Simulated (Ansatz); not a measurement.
A crystal relaxed with r2SCAN in the plane-wave code Ansatz has space group Pm-3m (No. 221) and a = 4.608 Å.

```tsv
atom	site	x	y	z
Cs	1a	0.0000	0.0000	0.0000
Xx	1b	0.5000	0.5000	0.5000
```

With r2SCAN the valence top lies at M and the conduction bottom at Γ, 4.52 eV higher; the smallest vertical gap, at Γ, is 4.61 eV. The HSE06 gap is indirect, 4.79 eV (M to Γ), below the direct gap of 4.89 eV at Γ. PBE gives an indirect gap of 3.80 eV, from M to Γ; the least direct gap is 3.89 eV at Γ. Meshes: r2SCAN 6×6×6, HSE06 4×4×4, PBE 6×6×6. r2SCAN's ε∞ is 3.1 in all directions.

Question: Which element is Xx?
A. F
B. I
C. Cl
D. Br

Answer: B. Xx is I: a 2-atom cell of CsI started from a crystallographic database. Cs is surrounded by 8 I at 3.99 Å; I is surrounded by 8 Cs at 3.99 Å.

The values are computed, spin-unpolarised, and not measurements.

Spin-orbit coupling is left out, which matters wherever the heavy atoms make up the band edges.

The meshes of the hybrids are coarse, so their gaps aren't converged to the digits shown.
